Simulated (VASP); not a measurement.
# TaN (P-6m2) in VASP: a series of runs

The runs below take TaN through single point, with PBE0(alpha).

All numbers are computed with VASP 6.6.1; they aren't measurements. Logs are shortened: lines on timing, memory, paths and dates and some standing lists are left out, and cuts for length are marked.

## Step 1: The crystal as given

It takes space group P-6m2 (No. 187, hexagonal). Conventional cell: a = 2.938 Å, b = 2.938 Å, c = 2.883 Å, α = 90.00°, β = 90.00°, γ = 120.00°. Ta (site symmetry -6m2) is surrounded by 6 N at 2.23 Å. Around N (site symmetry -6m2) lie 6 Ta at 2.23 Å.

## Step 2: Single point, PBE0(alpha)

File POSCAR:

```
TaN
1.0
    2.9380011100      0.0000000000      0.0000000000
   -1.4690005500      2.5443836000      0.0000000000
    0.0000000000      0.0000000000      2.8830022100
Ta N
1 1
Direct
    0.3333333333      0.6666666667      0.5000000000
    0.0000000000      0.0000000000      0.0000000000
```

File INCAR.step1:

```
PREC     = Accurate       # precision mode
ENCUT    = 520            # plane-wave cutoff, eV
EDIFF    = 1E-5           # SCF threshold, eV
ISMEAR   = -1             # smearing method
SIGMA    = 0.05           # smearing width, eV
LREAL    = False          # projectors in reciprocal space
LASPH    = True           # aspherical terms in the spheres
NELM     = 80             # most SCF steps
ALGO     = Normal         # electronic algorithm
ISIF     = 2              # what is computed and relaxed
LWAVE    = True           # write WAVECAR
LCHARG   = False          # write CHGCAR
NBANDS   = 15             # bands
GGA      = PE             # functional
```

File INCAR.step2:

```
PREC     = Accurate       # precision mode
ENCUT    = 520            # plane-wave cutoff, eV
EDIFF    = 1E-6           # SCF threshold, eV
ISMEAR   = -1             # smearing method
SIGMA    = 0.05           # smearing width, eV
LREAL    = False          # projectors in reciprocal space
LASPH    = True           # aspherical terms in the spheres
NELM     = 80             # most SCF steps
ALGO     = Normal         # electronic algorithm
ISIF     = 2              # what is computed and relaxed
LWAVE    = False          # write WAVECAR
LCHARG   = False          # write CHGCAR
GGA      = PE             # functional
LHFCALC  = True           # exact exchange
AEXX     = 0.15           # exact-exchange fraction
PRECFOCK = Fast         
HFRCUT   = -1           
NBANDS   = 15             # bands
ISTART   = 1
```

File KPOINTS:

```
Automatic mesh
0
Gamma
  5 5 5
```

Potentials or basis: VASP PAW PBE potentials, release 64 (Ta_pv, N).

Command:

```bash
> cat potpaw_PBE.64/Ta_pv/POTCAR potpaw_PBE.64/N/POTCAR > POTCAR
> cp INCAR.step1 INCAR
> mpirun -np 1 vasp_std > vasp.out
> cp INCAR.step2 INCAR
> mpirun -np 1 vasp_std > vasp.out
```

OUTCAR:

```text
PREC = Accurate
   ENCUT = 520
   EDIFF = 1E-6
   ISMEAR = -1
   LREAL = False
   LASPH = True
   NELM = 80
   ISIF = 2
   GGA = PE
   LHFCALC = True
   AEXX = 0.15
   PRECFOCK = Fast
   ISTART = 1

 ion  position               nearest neighbor table
   1  0.333  0.667  0.500-   2 2.23   2 2.23   2 2.23   2 2.23   2 2.23   2 2.23
   2  0.000  0.000  0.000-   1 2.23   1 2.23   1 2.23   1 2.23   1 2.23   1 2.23

  LATTYP: Found a hexagonal cell.
 ALAT       =     2.9380011100
 C/A-ratio  =     0.9812801636

  Lattice vectors:

 A1 = (   2.9380011100,   0.0000000000,   0.0000000000)
 A2 = (  -1.4690005500,   2.5443836000,   0.0000000000)
 A3 = (   0.0000000000,   0.0000000000,   2.8830022100)

Analysis of symmetry for initial positions (statically):
=====================================================================
 Subroutine PRICEL returns:
 Original cell was already a primitive cell.

 Routine SETGRP: Setting up the symmetry group for a
 hexagonal supercell.

 Subroutine GETGRP returns: Found 12 space group operations
 (whereof 12 operations were pure point group operations)
 out of a pool of 24 trial point group operations.

The static configuration has the point symmetry D_3h.

Analysis of symmetry for dynamics (positions and initial velocities):
=====================================================================
 Subroutine PRICEL returns:
 Original cell was already a primitive cell.

 Routine SETGRP: Setting up the symmetry group for a
 hexagonal supercell.

 Subroutine GETGRP returns: Found 12 space group operations
 (whereof 12 operations were pure point group operations)
 out of a pool of 24 trial point group operations.

The dynamic configuration has the point symmetry D_3h.

 Subroutine INISYM returns: Found 12 space group operations
 (whereof 12 operations are pure point group operations),
 and found     1 'primitive' translations

----------------------------------------------------------------------------------------

                                     Primitive cell

  volume of cell :      21.5516

  direct lattice vectors                    reciprocal lattice vectors
     2.938001110  0.000000000  0.000000000     0.340367468  0.196511249  0.000000000
    -1.469000550  2.544383600  0.000000000     0.000000000  0.393022499  0.000000000
     0.000000000  0.000000000  2.883002210     0.000000000  0.000000000  0.346860643

  length of vectors
     2.938001110  2.938001110  2.883002210     0.393022499  0.393022499  0.346860643

  position of ions in fractional coordinates (direct lattice)
     0.333333333  0.666666667  0.500000000
     0.000000000  0.000000000  0.000000000

  ion indices of the primitive-cell ions
   primitive index   ion index
                 1           1
                 2           2

----------------------------------------------------------------------------------------

 KPOINTS: Automatic mesh

Automatic generation of k-mesh.
 Grid dimensions read from file:
 generate k-points for:    5    5    5

 Generating k-lattice:

  Cartesian coordinates                     Fractional coordinates (reciprocal lattice)
     0.068073494  0.039302250  0.000000000     0.200000000  0.000000000  0.000000000
     0.000000000  0.078604500  0.000000000     0.000000000  0.200000000  0.000000000
     0.000000000  0.000000000  0.069372129     0.000000000  0.000000000  0.200000000

  Length of vectors
     0.078604500  0.078604500  0.069372129

  Shift w.r.t. Gamma in fractional coordinates (k-lattice)
     0.000000000  0.000000000  0.000000000

 Subroutine IBZKPT returns following result:
 ===========================================

 Found     15 irreducible k-points:

 Following reciprocal coordinates:
            Coordinates               Weight
  0.000000  0.000000  0.000000      1.000000
  0.200000 -0.000000  0.000000      6.000000
  0.400000 -0.000000  0.000000      6.000000
  0.200000  0.200000  0.000000      6.000000
  0.400000  0.200000  0.000000      6.000000
  0.000000  0.000000  0.200000      2.000000
  0.200000 -0.000000  0.200000     12.000000
  0.400000 -0.000000  0.200000     12.000000
  0.200000  0.200000  0.200000     12.000000
  0.400000  0.200000  0.200000     12.000000
  0.000000  0.000000  0.400000      2.000000
  0.200000 -0.000000  0.400000     12.000000
  0.400000 -0.000000  0.400000     12.000000
  0.200000  0.200000  0.400000     12.000000
  0.400000  0.200000  0.400000     12.000000
   k-points           NKPTS =     15   k-points in BZ     NKDIM =    125   number of bands    NBANDS=     15
   number of dos      NEDOS =    301   number of ions     NIONS =      2
   total plane-waves  NPLWV =  13824
   dimension x,y,z NGX =    24 NGY =   24 NGZ =   24
   dimension x,y,z NGXF=    48 NGYF=   48 NGZF=   48
   ions per type =               1   1
   NGX,Y,Z   is equivalent  to a cutoff of  13.58, 13.58, 13.84 a.u.
   NGXF,Y,Z  is equivalent  to a cutoff of  27.16, 27.16, 27.68 a.u.
 SYSTEM =  unknown system
   PREC   = accura    normal or accurate (medium, high low for compatibility)
   ISTART =      1    job   : 0-new  1-cont  2-samecut
   ICHARG =      0    charge: 1-file 2-atom 10-const
   ISPIN  =      1    spin polarized calculation?
   LNONCOLLINEAR =      F non collinear calculations
   LSORBIT =      F    spin-orbit coupling
   LASPH  =      T    aspherical Exc in radial PAW
   ENCUT  =  520.0 eV  38.22 Ry    6.18 a.u.   5.46  5.46  5.36*2*pi/ulx,y,z
   NELM   =     80;   NELMIN=  2; NELMDL=  0     # of ELM steps
   EDIFF  = 0.1E-05   stopping-criterion for ELM
   LREAL  =      F    real-space projection
   EDIFFG = 0.1E-04   stopping-criterion for IOM
   NSW    =      0    number of steps for IOM
   IBRION =     -1    ionic relax: 0-MD 1-quasi-New 2-CG
   NFREE  =      0    steps in history (QN), initial steepest desc. (CG)
   ISIF   =      2    stress and relaxation
   ISYM   =      3    0-nonsym 1-usesym 2-fastsym
   POTIM  = 0.5000    time-step for ionic-motion
   TEBEG  =    0.0;   TEEND  =   0.0 temperature during run
   PSTRESS=    0.0 pullay stress
   NELECT =      16.0000    total number of electrons
   NUPDOWN=      -1.0000    fix difference up-down
   EMIN   =  10.00;   EMAX   =-10.00  energy-range for DOS
   EFERMI =   0.00;   METHOD = LEGACY
   ISMEAR =    -1;   SIGMA  =   0.05  broadening in eV -4-tet -1-fermi 0-gaus
   EFERMI_NEDOS =   21; number of points for ismear=-14 and -15
   IALGO  =     38    algorithm
   IMIX   =      1    mixing-type and parameters
     AMIX     =   0.40;   BMIX     =  1.00
     AMIX_MAG =   1.60;   BMIX_MAG =  1.00
  volume/ion in A,a.u.               =      10.78        72.72
  Fermi-wavevector in a.u.,A,eV,Ry     =   1.482364  2.801263 29.897501  2.197404
  Thomas-Fermi vector in A             =   2.596160
   LORBIT       =      0    0 simple, 1 ext, 2 COOP (PROOUT), +10 PAW based schemes
   GGA     = PE    functional components
   LHFCALC =     T    Hartree Fock is set to
   PRECFOCK=fast      Normal, Fast or Accurate (Low or Medium for compatibility)
   ENCUT4O =  -1.0   cutoff for four orbital integrals eV
   NKREDX  =     1    reduce k-point grid by
   NKREDY  =     1    reduce k-point grid by
   NKREDZ  =     1    reduce k-point grid by
   AEXX    =    0.1500 exact exchange contribution
   HFSCREEN=    0.0000 screening length (either q_TF or 0.3 A-1)
   HFSCREENC=   0.0000 screening length for correlation (either q_TF or 0.3 A-1)
   ENCUTFOCK=  -1.0 apply spherical cutoff to Coloumb kernel
   IVDW    =     0    specifies the selected vdW correction
   LEPSILON=     F    determine dielectric tensor
   LRPA    =     F    only Hartree local field effects (RPA)
 non-spin polarized calculation
  energy-cutoff  :      520.00
  volume of cell :       21.55
 maximum number of plane-waves:       599
 NGX is ok and might be reduce to    24
  NGX = 14; NGY = 14; NGZ = 14

 number of electron      16.0000001 magnetization

 Free energy of the ion-electron system (eV)
  ---------------------------------------------------
  ext. energy  EPLUGINS =         0.00000000
  ---------------------------------------------------
  free energy    TOTEN  =       -25.84097501 eV

  energy without entropy =      -25.83875694  energy(sigma->0) =      -25.83986598

 E-fermi :   8.3376     XC(G=0): -11.6266

 val. band max:        8.3375652086   @ k =   0.0000   0.0000   0.4000
 cond. band min:       8.3376355595   @ k =   0.0000   0.0000   0.4000
 fundamental gap:      0.0000703509
 Fermi energy:         8.3376003839

 k-point     1 :       0.0000    0.0000    0.0000
  band No.  band energies     occupation
      1     -28.4148      2.00000
      2     -28.1520      2.00000
      3     -28.1520      2.00000
      4     -11.1823      2.00000
      5       2.9230      2.00000
      6       2.9230      2.00000
      7       3.3398      2.00000
      8       4.6344      2.00000
      9      10.9637      0.00000
     10      12.4266      0.00000
     11      12.4266      0.00000
     12      12.9143      0.00000
     13      12.9143      0.00000
     14      22.1172      0.00000
     15      22.9740      0.00000

 k-point     2 :       0.2000   -0.0000    0.0000
  band No.  band energies     occupation
      1     -28.5607      2.00000
      2     -28.3611      2.00000
      3     -28.2415      2.00000
      4     -10.3918      2.00000
      5       1.0969      2.00000
      6       3.4842      2.00000
      7       3.6672      2.00000
      8       4.2524      2.00000
      9      11.0617      0.00000
     10      12.5207      0.00000
     11      12.6356      0.00000
     12      13.4098      0.00000
     13      13.7265      0.00000
     14      22.1098      0.00000
     15      22.9708      0.00000

 k-point     3 :       0.4000   -0.0000    0.0000
  band No.  band energies     occupation
      1     -29.1707      2.00000
      2     -28.3803      2.00000
      3     -28.2716      2.00000
      4      -9.0255      2.00000
      5      -0.8035      2.00000
      6       2.4455      2.00000
      7       4.2587      2.00000
      8       4.3559      2.00000
      9      11.9516      0.00000
     10      12.0672      0.00000
     11      13.7979      0.00000
     12      14.1818      0.00000
     13      15.7872      0.00000
     14      21.8069      0.00000
     15      22.9697      0.00000
[... 181 lines left out ...]
 k-point    14 :       0.2000    0.2000    0.4000
  band No.  band energies     occupation
      1     -29.1003      2.00000
      2     -28.8114      2.00000
      3     -28.3617      2.00000
      4      -8.9364      2.00000
      5       0.1887      2.00000
      6       0.7604      2.00000
      7       2.9783      2.00000
      8       6.1747      2.00000
      9      12.0202      0.00000
     10      12.7353      0.00000
     11      13.6899      0.00000
     12      15.5237      0.00000
     13      19.1385      0.00000
     14      22.2097      0.00000
     15      22.9666      0.00000

 k-point    15 :       0.4000    0.2000    0.4000
  band No.  band energies     occupation
      1     -29.0207      2.00000
      2     -28.9806      2.00000
      3     -28.5386      2.00000
      4      -8.9963      2.00000
      5      -0.4292      2.00000
      6       0.6907      2.00000
      7       2.9812      2.00000
      8       7.1416      2.00000
      9      13.1559      0.00000
     10      13.6656      0.00000
     11      14.9914      0.00000
     12      16.1180      0.00000
     13      18.7785      0.00000
     14      20.7856      0.00000
     15      22.4981      0.00000

------------------------ aborting loop because EDIFF is reached ----------------------------------------

  FORCE on cell =-STRESS in cart. coord.  units (eV):
  Direction    XX          YY          ZZ          XY          YZ          ZX
  --------------------------------------------------------------------------------------
  -------------------------------------------------------------------------------------
  Total       -0.0543497     -0.0543497     -0.0884127     -0.0000000      0.0000000      0.0000000
  in kB       -4.0404346     -4.0404346     -6.5727293     -0.0000000      0.0000000      0.0000000
  external PRESSURE =      -4.8845328 kB  Pullay stress =       0.0000000 kB

 VOLUME and BASIS-vectors are now :
 -----------------------------------------------------------------------------
  energy-cutoff  :      520.00
  volume of cell :       21.55
      direct lattice vectors                 reciprocal lattice vectors
     2.938001110  0.000000000  0.000000000     0.340367468  0.196511249  0.000000000
    -1.469000550  2.544383600  0.000000000     0.000000000  0.393022499  0.000000000
     0.000000000  0.000000000  2.883002210     0.000000000  0.000000000  0.346860643

 POSITION                                       TOTAL-FORCE (eV/Angst)
 -----------------------------------------------------------------------------------
      0.00000      1.69626      1.44150         0.000000      0.000000      0.000000
      0.00000      0.00000      0.00000        -0.000000     -0.000000      0.000000
 -----------------------------------------------------------------------------------
    total drift:                               -0.000002     -0.000003     -0.000000

  FREE ENERGIE OF THE ION-ELECTRON SYSTEM (eV)
  ---------------------------------------------------
  free  energy   TOTEN  =       -25.8409750123 eV

  energy  without entropy=      -25.8387569415  energy(sigma->0) =      -25.83986598
```

Run time: 3.5 min. Hardware: 1 thread of Intel Xeon Platinum 8488C (Sapphire Rapids), shared host; peak memory 0.14 GiB.

What came out:

* Free energy: -25.8410 eV
* Pressure: -0.5 GPa
* Band gap on the k mesh: none (metal or under the smearing width)

Levels at points of the mesh, in eV from the Fermi level:
| k point | band 5 | band 6 | band 7 | band 8 | band 9 | band 10 | band 11 | band 12 |
| --- | --- | --- | --- | --- | --- | --- | --- | --- |
| (0.00, 0.00, 0.00) | -5.41 | -5.41 | -5.00 | -3.70 | 2.63 | 4.09 | 4.09 | 4.58 |

Caveat: the k mesh is coarse (spacing up to 0.49 Å⁻¹), so the values aren't converged, least of all with exact exchange; the PAW data sets were made with another functional, which shifts forces and pressure a little.

(Continued in part 2 of 2.)
